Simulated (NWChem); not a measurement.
**C2H2Cl2 (cis-1,2-Dichloroethene) at 6 levels**

Aim: a comparison of 6 runs (PBE/6-311+G**, PBE0/6-311+G**, SVWN5/6-311+G**, r2SCAN/6-311+G**, MP2/6-311+G**, CCSD(T)/6-311+G**) of C2H2Cl2 (cis-1,2-Dichloroethene). 

The results are computed with NWChem 7.3.0.

## 1. The structure to begin with

C2H2Cl2: 6 atoms, total charge 0, spin state singlet. SMILES: `Cl/C=C\Cl`. The shape is that of a PBE0-D4/def2-TZVP optimisation.

Bond lengths: Cl1–C2 1.705 Å, C2–C3 1.324 Å, C3–Cl4 1.705 Å, C2–H5 1.082 Å, C3–H6 1.082 Å. Angles: Cl1–C2–C3 124.9°, C2–C3–Cl4 124.9°, Cl1–C2–H5 114.8°, C3–C2–H5 120.4°, C2–C3–H6 120.4°, Cl4–C3–H6 114.8°.

## 2. Energy and gradient at PBE/6-311+G(d,p) (run 1)

File mymol.xyz:

```xyz
6

Cl     0.715370    -1.874620    -0.448160
C      0.641760    -0.223420    -0.028920
C     -0.475600     0.475660     0.100770
Cl    -2.046720    -0.146510    -0.127570
H      1.602850     0.246110     0.133560
H     -0.437660     1.522780     0.370320
```

File mymol.nw:

```
start mymol
memory stack 880 mb heap 220 mb global 1100 mb
geometry noautosym nocenter noautoz
load format xyz mymol.xyz
end
basis "ao basis" spherical bse
* library 6-311+G**
end
dft
xc xpbe96 cpbe96
grid fine
convergence energy 1e-08
iterations 100
mulliken
end
task dft gradient
```

Launch:

```console
$ nwchem mymol.nw > mymol.out
```

The program printed:

```text
[...]
          Wavefunction type:  closed shell.
          No. of atoms     :     6
          No. of electrons :    48
[...]
          Charge           :     0
          Spin multiplicity:     1
[...]
          AO basis - number of functions:   116
[...]
              XC Information
              --------------
          PerdewBurkeErnzerhof Exchange Functional  1.000
            Perdew 1991 LDA Correlation Functional  1.000 local
           PerdewBurkeErnz. Correlation Functional  1.000 non-local
[...]
 d= 0,ls=0.0,diis     1   -997.2861624877 -1.18D+03  1.83D-02  1.84D+00     2.9
[...]
 d= 0,ls=0.0,diis    10   -997.3531387804 -6.66D-10  2.86D-07  3.65D-10    21.8
         Total DFT energy =     -997.353138780363
      One electron energy =    -1744.100073048393
           Coulomb energy =      628.195989360117
    Exchange-Corr. energy =      -67.565473608322
 Nuclear repulsion energy =      186.116418516235
[...]
      Total Density - Mulliken Population Analysis
     ---------------------------------------------
    Atom       Charge   Shell Charges
 -----------   ------   -------------------------------------------------------
    1 Cl  17    16.76   0.78  1.19  0.89  1.09  1.02  1.03  7.42 -1.52  1.10  2.90  1.12 -0.23 -0.07  0.03
    2 C    6     6.46   1.10  0.88  0.63  0.78  1.49  0.45  0.83  0.06  0.17  0.07
    3 C    6     6.46   1.10  0.88  0.63  0.78  1.49  0.45  0.83  0.06  0.17  0.07
    4 Cl  17    16.76   0.78  1.19  0.89  1.09  1.02  1.03  7.42 -1.52  1.10  2.90  1.12 -0.23 -0.07  0.03
    5 H    1     0.78   0.27  0.46  0.03  0.03
    6 H    1     0.78   0.27  0.46  0.03  0.03
[...]
  wavefunction    = closed shell
                         DFT ENERGY GRADIENTS
    atom               coordinates                        gradient
                 x          y          z           x          y          z
   1 Cl      1.351853  -3.542518  -0.846900   -0.001958   0.012546   0.003123
   2 C       1.212751  -0.422203  -0.054651   -0.009335   0.000026  -0.000407
   3 C      -0.898754   0.898867   0.190428    0.003913  -0.008263  -0.001940
   4 Cl     -3.867740  -0.276864  -0.241072    0.012517   0.003487   0.001444
   5 H       3.028947   0.465080   0.252392   -0.005221  -0.002240  -0.000801
   6 H      -0.827057   2.877637   0.699803    0.000084  -0.005556  -0.001420
[...]
```

It took 29 s on 1 thread of AMD EPYC 7B13 (Zen 3), shared host; peak memory 0.13 GiB.

## 3. Energy and forces at PBE0/6-311+G(d,p) (run 2)

File c2h2cl2.nw:

```
start c2h2cl2
title "C2H2Cl2"
memory stack 880 mb heap 220 mb global 1100 mb
charge 0
geometry noautosym nocenter noautoz
  Cl       0.715370      -1.874620      -0.448160
  C        0.641760      -0.223420      -0.028920
  C       -0.475600       0.475660       0.100770
  Cl      -2.046720      -0.146510      -0.127570
  H        1.602850       0.246110       0.133560
  H       -0.437660       1.522780       0.370320
end
basis spherical bse
  * library 6-311+G**
end
dft
  xc pbe0
  grid fine
  convergence energy 1e-08
  iterations 100
  mulliken
end
task dft gradient
```

Launch:

```console
$ nwchem c2h2cl2.nw > c2h2cl2.out
```

The program printed:

```text
[...]
          Wavefunction type:  closed shell.
          No. of atoms     :     6
          No. of electrons :    48
[...]
          Charge           :     0
          Spin multiplicity:     1
[...]
          AO basis - number of functions:   116
[...]
              XC Information
              --------------
                         PBE0 Method XC Functional
                     Hartree-Fock (Exact) Exchange  0.250
          PerdewBurkeErnzerhof Exchange Functional  0.750
            Perdew 1991 LDA Correlation Functional  1.000 local
           PerdewBurkeErnz. Correlation Functional  1.000 non-local
[...]
 d= 0,ls=0.0,diis     1   -997.3759091851 -1.18D+03  1.35D-02  1.08D+00     2.9
[...]
 d= 0,ls=0.0,diis     8   -997.4300007454 -5.80D-09  7.93D-06  5.94D-08    17.7
         Total DFT energy =     -997.430000745418
      One electron energy =    -1744.183516571199
           Coulomb energy =      628.304245945360
    Exchange-Corr. energy =      -67.667148635814
 Nuclear repulsion energy =      186.116418516235
[...]
      Total Density - Mulliken Population Analysis
     ---------------------------------------------
    Atom       Charge   Shell Charges
 -----------   ------   -------------------------------------------------------
    1 Cl  17    16.78   0.78  1.19  0.90  1.09  1.01  1.05  7.41 -1.51  1.07  2.95  1.11 -0.21 -0.08  0.03
    2 C    6     6.45   1.10  0.89  0.61  0.77  1.50  0.46  0.83  0.06  0.15  0.07
    3 C    6     6.45   1.10  0.89  0.61  0.77  1.50  0.46  0.83  0.06  0.15  0.07
    4 Cl  17    16.78   0.78  1.19  0.90  1.09  1.01  1.05  7.41 -1.51  1.07  2.95  1.11 -0.21 -0.08  0.03
    5 H    1     0.77   0.27  0.47  0.01  0.03
    6 H    1     0.77   0.27  0.47  0.01  0.03
[...]
  wavefunction    = closed shell
                         DFT ENERGY GRADIENTS
    atom               coordinates                        gradient
                 x          y          z           x          y          z
   1 Cl      1.351853  -3.542518  -0.846900   -0.001064   0.005484   0.001356
   2 C       1.212751  -0.422203  -0.054651   -0.002358  -0.002944  -0.000860
   3 C      -0.898754   0.898867   0.190428   -0.001763  -0.003318  -0.000924
   4 Cl     -3.867740  -0.276864  -0.241072    0.005557   0.001340   0.000588
   5 H       3.028947   0.465080   0.252392   -0.000530  -0.000066  -0.000038
   6 H      -0.827057   2.877637   0.699803    0.000158  -0.000495  -0.000122
[...]
```

Run time: 24 s. Hardware: 1 thread of AMD EPYC 7B13 (Zen 3), shared host; peak memory 0.13 GiB.

Runs 3 to 5 aren't shown in full; the table further down has their settings and results.

## 4. The energy at CCSD(T)/6-311+G(d,p) (run 6)

File m1.nw:

```
start m1
memory total 2200 mb
charge 0

geometry units angstroms noautosym nocenter noautoz
 Cl     0.715370    -1.874620    -0.448160
 C      0.641760    -0.223420    -0.028920
 C     -0.475600     0.475660     0.100770
 Cl    -2.046720    -0.146510    -0.127570
 H      1.602850     0.246110     0.133560
 H     -0.437660     1.522780     0.370320
end

basis spherical bse
 * library 6-311+G**
end

scf
 thresh 1e-08
 maxiter 80
end

ccsd
 freeze core 12
 maxiter 60
end

task ccsd(t)
```

Launch:

```console
$ nwchem m1.nw > m1.out
```

The program printed:

```text
[...]
  functions       =   116
[...]
  wavefunction    = RHF
[...]
         Total SCF energy =   -995.900939279613
      One-electron energy =  -1743.741819303484
      Two-electron energy =    561.724461507635
 Nuclear repulsion energy =    186.116418516235
        Time for solution =     24.2s
[...]
 Total MP2 energy:           -996.459004618506924
[...]
             energy      energy      error      ampl     ampl      Block
                                                time     time      time
[...]
 Total CCSD energy:           -996.496352629470266
[...]
 Total CCSD+T(CCSD) energy:           -996.518949781091806
[...]
 Total CCSD(T) energy:                -996.518220453318349
[...]
```

Wall time 5.3 min (1 thread of AMD EPYC 7B13 (Zen 3), shared host); peak memory 0.43 GiB.

## 5. Overview of the runs

| run | level | integration grid | iteration cap | energy (Eh) | dipole moment (D) of the reference | HOMO energy (eV) | LUMO energy (eV) | wall time |
| --- | --- | --- | --- | --- | --- | --- | --- | --- |
| 1 | PBE/6-311+G** | fine | 100 | -997.353139 | 1.74 | -6.28 | -1.47 | 29 s |
| 2 | PBE0/6-311+G** | fine | 100 | -997.430001 | 1.89 | -7.45 | -0.52 | 24 s |
| 3 | SVWN5/6-311+G** | fine | 100 | -994.160160 | 1.76 | -6.44 | -1.69 | 23 s |
| 4 | r2SCAN/6-311+G** | fine | 100 | -997.717116 | 1.85 | -6.51 | -1.30 | 33 s |
| 5 | MP2/6-311+G** | – | 80 | -996.459005 | 1.81 | -10.03 | 1.79 | 64 s |
| 6 | CCSD(T)/6-311+G** | – | 80 | -996.518220 | – | -10.03 | 1.79 | 5.3 min |

## 6. What came out

| quantity | value |
| --- | --- |
| run 6: total energy | -996.51822 Eh |
| run 6: HOMO energy (Hartree–Fock orbitals) | -10.03 eV |
| run 6: LUMO energy (Hartree–Fock orbitals) | 1.79 eV |
| run 6: HOMO–LUMO gap (Hartree–Fock orbitals) | 11.82 eV |
| run 6: correlation energy (12 core orbitals frozen) | -617.3 mEh |
| run 6: (T) correction | -21.87 mEh |

**Reading.** Over runs 1, 2, 3, 4, 5 the dipole moment (its size) runs from 1.74 D (PBE/6-311+G**) to 1.89 D (PBE0/6-311+G**). Over runs 1, 2, 3, 4 the HOMO–LUMO gap runs from 4.75 eV (SVWN5/6-311+G**) to 6.93 eV (PBE0/6-311+G**). Totals of different functionals can't be ranked against each other. All runs together took 8.2 min, the longest 5.3 min.
